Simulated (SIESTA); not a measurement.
Runs of SIESTA 5.4.2 on Si. The structure is cubic, space group Fd-3m (No. 227). The conventional cell has a = 5.444 Å, b = 5.444 Å, c = 5.444 Å, α = 90.00°, β = 90.00°, γ = 90.00°. Si (site symmetry -43m) has 4 Si at 2.36 Å as nearest neighbours. 

| task | level | potentials or basis | gap on the mesh (eV) | pressure (GPa) |
| --- | --- | --- | --- | --- |
| band structure | vdW-DF-cx | PseudoDojo 0.4 standard (PBE files), DZP (energy shift 0.003 Ry) | 0.58 | (a) |
| band structure | BLYP | PseudoDojo 0.4 standard (PBE files), DZP (energy shift 0.003 Ry) | 0.83 | 6.6 |
| band structure | LDA | PseudoDojo 0.4 standard (LDA files), DZP (energy shift 0.003 Ry) | 0.53 | -1.1 |
| band structure | AM05 | PseudoDojo 0.4 standard (PBEsol files), DZP (energy shift 0.003 Ry) | (b) | 0.6 |

Alike in all rows: no spin polarisation; cell as given; k mesh 8 × 8 × 8; smearing fermi-dirac 0.05 eV; grid cutoff 500 Ry; energy shift 0.003 Ry.

Q: Fill in the values left out.

A: (a) 1.8; (b) 0.55.

Caveats: the basis of atomic orbitals isn't converged, which shifts pressures, moduli and gaps; the potentials were made for another functional, which shifts forces and pressure (some runs).

A k mesh can miss the band edges.
